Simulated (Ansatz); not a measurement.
This is a single-point calculation with the plane-wave code Ansatz on AlP (started from an entry of an open crystallographic database); the level of theory is LDA. Cell and atoms come from a relaxation with r2SCAN.

Input (YAML):
```yaml
crystal:
  lattice:
    - [0.0, 2.7392607961, 2.7392607961]
    - [2.7392607961, 0.0, 2.7392607961]
    - [2.7392607961, 2.7392607961, 0.0]
  atoms:
    - { symbol: Al, position: [0.0, 0.0, 0.0] }
    - { symbol: P, position: [0.25, 0.25, 0.25] }
kpoints:
  mp_grid: { grid: [8, 8, 8] }
  band_path:
    path:
      - [0.0, 0.0, 0.0]
      - [-0.5, -0.5, 0.0]
      - [-0.375, -0.375, 0.25]
      - [-0.375, 0.0, 0.375]
      - [0.0, 0.0, 0.5]
      - [-0.5, -0.25, 0.25]
      - [0.0, 0.5, 0.5]
    npoints: 1
hamiltonian:
  xc: lda
scf:
  occupations: { method: fixed }
  n_extra_bands: 4
output:
  forces: true
  stress: true
  eigenvalues: true
```

Command: `ansatz run input.yaml --threads 2 --pin off --max-ram 2211MiB --backend cpu --events-out ev --progress --plain --runs-dir out`.

**Question.** Predict the output.

**Answer.** The output, standing remarks left out:
```
scf.n_extra_bands = 4 over 4 filled bands (N_el = 8.0): the run solves 8 bands
Functional definition: SPW92
Crystal: 2 atoms, lattice volume = 41.108 Å³
Basis set: ecut = 420 eV, 821 PW (Γ)
Symmetry: 24 space group operations
Space group: F-43m (ITA 216)
k-points: 29 of 512 (time reversal used)
SCF iter   1: HF=-1240.037308 eV  Δρ=4.33e-3  dr2=8.04e-3
preconditioner: auto → none  [insulator: Δε(μ)=1.426 eV  ℏωp=16.4 eV]
SCF iter   2: HF=-1240.034903 eV  Δρ=1.94e-3  dr2=9.50e-4
SCF iter   3: HF=-1240.034705 eV  Δρ=5.21e-4  dr2=9.27e-5
SCF iter   4: HF=-1240.034692 eV  Δρ=3.38e-5  dr2=3.37e-7
SCF iter   5: HF=-1240.034692 eV  Δρ=8.19e-6  dr2=1.84e-8
SCF iter   6: HF=-1240.034692 eV  Δρ=7.87e-7  dr2=2.94e-10
SCF 1 converged in 6 iterations: F = -1240.034692 eV  dr2 = 2.94e-10
Free energy (F): -1240.034692 eV
Fermi energy:    4.768637 eV
--- Per-component energies (eV) ---
  E_band       = 2.657482
  E_kinetic    = 93.730766
  E_local      = -84.856524
  E_nonlocal   = 46.506216
  E_hartree    = 24.968518
  E_xc         = -100.575318
  E_vxc        = -90.243132
  E_paw        = -983.501468
  E_vpaw       = -12.417002
  E_ewald      = -236.479949
  E_core_change = 0.173068
--- Stress (GPa, compression-positive) ---
       -2.098900       0.000000       0.000000
        0.000000      -2.098900       0.000000
        0.000000       0.000000      -2.098900
  P = ⅓ Tr σ = -2.0989 GPa (-20.989 kbar)
```
Only the leading digits can be foreseen; the rest is this run's record.

Levels at the listed points, from bands.tsv (eV from the Fermi energy, bands near the gap, counted from 0):
```tsv
# k_distance	band_0	band_1	band_2	band_3	band_4	band_5	band_6	band_7
# fermi_ev = 4.768637
# [0, 0, 0] at k_distance = 0.000000
# [-0.5, -0.5, 0] at k_distance = 1.146876
# [-0.375, -0.375, 0.25] at k_distance = 1.552358
# [-0.375, 0, 0.375] at k_distance = 2.254673
# [0, 0, 0.5] at k_distance = 2.956989
# [-0.5, -0.25, 0.25] at k_distance = 3.767952
# [0, 0.5, 0.5] at k_distance = 5.050199
# levels_relative_to = fermi_ev
0.000	-11.451	0.000	0.000	0.000	3.020	4.461	4.461	4.461
1.147	-9.124	-5.317	-2.094	-2.094	1.466	2.335	10.791	10.791
1.552	-9.155	-5.036	-3.420	-1.725	2.313	4.980	8.313	8.542
2.255	-9.155	-5.036	-3.420	-1.725	2.313	4.980	8.313	8.542
2.957	-9.782	-5.532	-0.760	-0.760	2.623	4.727	4.727	8.042
3.768	-9.075	-4.932	-3.171	-2.815	4.215	5.788	6.001	6.217
5.050	-9.124	-5.317	-2.094	-2.094	1.466	2.335	10.791	10.791
```
In order the rows are Γ, X, U, K, L, W, X.

The LDA gap is indirect, 1.47 eV (Γ to X), below the direct gap of 3.02 eV at Γ. Edges are sought over the mesh and the listed points. The mean pressure is -2.10 GPa (compression positive), so LDA would shrink the cell's volume.

Calculated for a static, non-magnetic cell.
